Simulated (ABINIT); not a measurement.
# TaN (P6_3/mmc) in ABINIT: reference runs

Reference runs on TaN: the cell as given.

All numbers are computed with ABINIT 10.8.3 (patched build); they aren't measurements. Logs are shortened: lines on timing, memory, paths and dates and some standing lists are left out, and cuts for length are marked. The log counts tension as positive stress, the text compression.

### Step 1. Starting point

It takes space group P6_3/mmc (No. 194, hexagonal). Conventional cell: a = 2.922 Å, b = 2.922 Å, c = 5.917 Å, α = 90.00°, β = 90.00°, γ = 120.00°. Ta (site symmetry -3m) has 6 N at 2.24 Å as nearest neighbours. N (site symmetry -6m2) is surrounded by 6 Ta at 2.24 Å.

The cell comes from a database or a generator and needn't be the stable form of this composition.

### Step 2. Single point, PBE

File run.abi:

```
# Pseudopotentials
pp_dirpath "./"
pseudos "Ta.GGA_PBE-JTH.xml, N.GGA_PBE-JTH.xml"

# Structure
structure "poscar:POSCAR"
natom 4

# Plane-wave basis
ecut 26.0
pawecutdg 48.0
pawxcdev 0

# k points
kptopt 1
ngkpt 10 10 5
nshiftk 1
shiftk 0.0 0.0 0.0

# Exchange and correlation
ixc 11

# Bands and occupations
nband 22
occopt 3
tsmear 0.00183747

# SCF cycle
nstep 100
tolvrs 1.0e-9

# Output
iomode 3
prtwf 0
prteig 0
prtebands 0
enunit 2
prtden 1
prtvha 1
prtvclmb 1
prtpot 1
```

File POSCAR:

```
TaN
1.0
    2.9217699809      0.0000000000      0.0000000000
   -1.4608849905      2.5303270275      0.0000000000
    0.0000000000      0.0000000000      5.9165150000
Ta N
2 2
Direct
    0.0000000000      0.0000000000      0.5000000000  Ta
    0.0000000000      0.0000000000      0.0000000000  Ta
    0.3333333333      0.6666666667      0.2500000000  N
    0.6666666667      0.3333333333      0.7500000000  N
```

Potentials or basis: JTH PAW PBE v2.0.

On the command line:

```bash
abinit run.abi > log 2>&1
```

run.abo:

```text
.Version 10.8.3 of ABINIT
 Symmetries : space group P6_3/m m c (#194); Bravais hP (primitive hexag.)
================================================================================
 Values of the parameters that define the memory need of the present run
     intxc =       0    ionmov =       0      iscf =      17    lmnmax =      18
     lnmax =       6     mgfft =      54  mpssoang =       3    mqgrid =    3487
     natom =       4  nloc_mem =       2    nspden =       1   nspinor =       1
    nsppol =       1      nsym =      24    n1xccc =       1    ntypat =       2
    occopt =       3   xclevel =       2
       mpw =        1886          nfft =       39366          nkpt =          42
 PAW method is used; the additional fine FFT grid is defined by:
   mgfftf=        72    nfftf =     93312
================================================================================
================================================================================

--------------------------------------------------------------------------------
------------- Echo of variables that govern the present computation ------------
--------------------------------------------------------------------------------
 -outvars: echo values of preprocessed input variables --------
            acell      1.0000000000E+00  1.0000000000E+00  1.0000000000E+00 Bohr
              amu      1.80947900E+02  1.40067400E+01
             ecut      2.60000000E+01 Hartree
           enunit           2
              ixc          11
         kptrlatt       10    0    0      0   10    0      0    0    5
          kptrlen      5.52134507E+01
            natom           4
            nband          22
            ngfft          27      27      54
          ngfftdg          36      36      72
             nkpt          42
            nstep         100
             nsym          24
           ntypat           2
           occopt           3
        pawecutdg      4.80000000E+01 Hartree
         pawxcdev           0
        prtebands           0
           prteig           0
           prtpot           1
         prtvclmb           1
           prtvha           1
            prtwf           0
            rprim      5.5213450668E+00  0.0000000000E+00  0.0000000000E+00
                      -2.7606725335E+00  4.7816250910E+00  0.0000000000E+00
                       0.0000000000E+00  0.0000000000E+00  1.1180592970E+01
          spgroup         194
           tolvrs      1.00000000E-09
           tsmear      1.83747000E-03 Hartree
            typat      1  1  2  2
           useylm           1
           xangst      0.0000000000E+00  0.0000000000E+00  2.9582575000E+00
                       0.0000000000E+00  0.0000000000E+00  0.0000000000E+00
                      -3.3333281426E-11  1.6868846850E+00  1.4791287500E+00
                       1.4608849904E+00  8.4344234250E-01  4.4373862500E+00
            xcart      0.0000000000E+00  0.0000000000E+00  5.5902964849E+00
                       0.0000000000E+00  0.0000000000E+00  0.0000000000E+00
[... 180 lines left out ...]
 kpt#   1, nband= 22, wtk=  0.00200, kpt=  0.0000  0.0000  0.0000 (reduced coord)
  -2.33883   -2.33750   -1.12817   -1.10086   -1.09154   -1.09154   -1.08931   -1.08931
  -0.46331   -0.37736   -0.15865    0.00422    0.00422    0.02334    0.05201    0.10733
   0.10733    0.17247    0.17247    0.20115    0.20115    0.26663
      occupation numbers for kpt#   1
   2.00000    2.00000    2.00000    2.00000    2.00000    2.00000    2.00000    2.00000
   2.00000    2.00000    2.00000    2.00000    2.00000    2.00000    2.00000    2.00000
   2.00000    1.97763    1.97763    0.00003    0.00003    0.00000
 prteigrs : prtvol=0 or 1, do not print more k-points.

 Fermi (or HOMO) energy (eV) =   4.91738   Average Vxc (eV)= -13.23128
 Eigenvalues (   eV  ) for nkpt=  42  k points:
 kpt#   1, nband= 22, wtk=  0.00200, kpt=  0.0000  0.0000  0.0000 (reduced coord)
 -63.64283  -63.60674  -30.69914  -29.95589  -29.70222  -29.70222  -29.64175  -29.64175
 -12.60723  -10.26853   -4.31701    0.11486    0.11486    0.63503    1.41518    2.92067
   2.92067    4.69327    4.69327    5.47347    5.47347    7.25536
 prteigrs : prtvol=0 or 1, do not print more k-points.

--- !EnergyTerms
iteration_state     : {dtset: 1, }
comment             : Components of total free energy in Hartree
kinetic             :  2.39072214747107E+01
hartree             :  1.66383650907004E+01
xc                  : -2.18133282572012E+01
Ewald energy        : -1.22579196919809E+02
psp_core            :  1.95141841453581E+01
local_psp           : -2.36842481954692E+01
PAW spherical_terms : -3.01214686051099E+01
internal            : -1.38138471266820E+02
'-kT*entropy'       : -3.70957787694194E-04
total_energy        : -1.38138842224608E+02
total_energy_eV     : -3.75894939134643E+03
...

--- !EnergyTermsDC
iteration_state     : {dtset: 1, }
comment             : '"Double-counting" decomposition of free energy'
band_energy         : -2.40429785599559E+01
Ewald energy        : -1.22579196919809E+02
psp_core            :  1.95141841453581E+01
xc_dc               : -2.39319149840291E+01
PAW spherical_terms :  1.29014245682447E+01
internal            : -1.38138481750191E+02
'-kT*entropy'       : -3.70957787694194E-04
total_energy_dc     : -1.38138852707979E+02
total_energy_dc_eV  : -3.75894967661350E+03
...

--- !EnergyTermsWithPAWCore
iteration_state     : {dtset: 1, }
comment             : 'Components of total free energy, including PAW core contributions'
Total energy        : -3.13194918748369E+04
Total energy DC     : -3.13194918853203E+04
Total energy (eV)   : -8.52246790434050E+05
Total energy DC (eV): -8.52246790719317E+05
...

 Cartesian components of stress tensor (hartree/bohr^3)
  sigma(1 1)=  4.37481475E-05  sigma(3 2)=  0.00000000E+00
  sigma(2 2)=  4.37481461E-05  sigma(3 1)=  0.00000000E+00
  sigma(3 3)=  4.42647694E-05  sigma(2 1)=  1.30721074E-12

-Cartesian components of stress tensor (GPa)         [Pressure= -1.2922E+00 GPa]
- sigma(1 1)=  1.28711494E+00  sigma(3 2)=  0.00000000E+00
- sigma(2 2)=  1.28711490E+00  sigma(3 1)=  0.00000000E+00
- sigma(3 3)=  1.30231448E+00  sigma(2 1)=  3.84594678E-08

== END DATASET(S) ==============================================================
================================================================================

 -outvars: echo values of variables after computation  --------
            acell      1.0000000000E+00  1.0000000000E+00  1.0000000000E+00 Bohr
           etotal     -1.3813885271E+02
            fcart      6.0959901767E-30 -5.2792823542E-29 -0.0000000000E+00
                       6.0959901767E-30 -5.2792823542E-29 -0.0000000000E+00
                       2.7431955795E-28  3.5547167852E-28 -0.0000000000E+00
                      -2.8651153831E-28 -2.4988603144E-28 -0.0000000000E+00
            rprim      5.5213450668E+00  0.0000000000E+00  0.0000000000E+00
                      -2.7606725335E+00  4.7816250910E+00  0.0000000000E+00
                       0.0000000000E+00  0.0000000000E+00  1.1180592970E+01
           strten      4.3748147491E-05  4.3748146141E-05  4.4264769425E-05
                       0.0000000000E+00  0.0000000000E+00  1.3072107419E-12
           xangst      0.0000000000E+00  0.0000000000E+00  2.9582575000E+00
                       0.0000000000E+00  0.0000000000E+00  0.0000000000E+00
                      -3.3333281426E-11  1.6868846850E+00  1.4791287500E+00
                       1.4608849904E+00  8.4344234250E-01  4.4373862500E+00
             xred      0.0000000000E+00  0.0000000000E+00  5.0000000000E-01
                       0.0000000000E+00  0.0000000000E+00  0.0000000000E+00
                       3.3333333333E-01  6.6666666667E-01  2.5000000000E-01
                       6.6666666667E-01  3.3333333333E-01  7.5000000000E-01
 Calculation completed.
```

Wall time 1.8 min (1 thread of Arm Neoverse V1, shared host); peak memory 0.18 GiB.

Results:

```yaml
Free_energy: -3758.9497 eV
Pressure: -1.3 GPa
Band_gap_on_the_k_mesh: none (metal or under the smearing width)
Valence_electrons_inside_the_program's_atomic_spheres: Ta 10.73; N 2.53
```
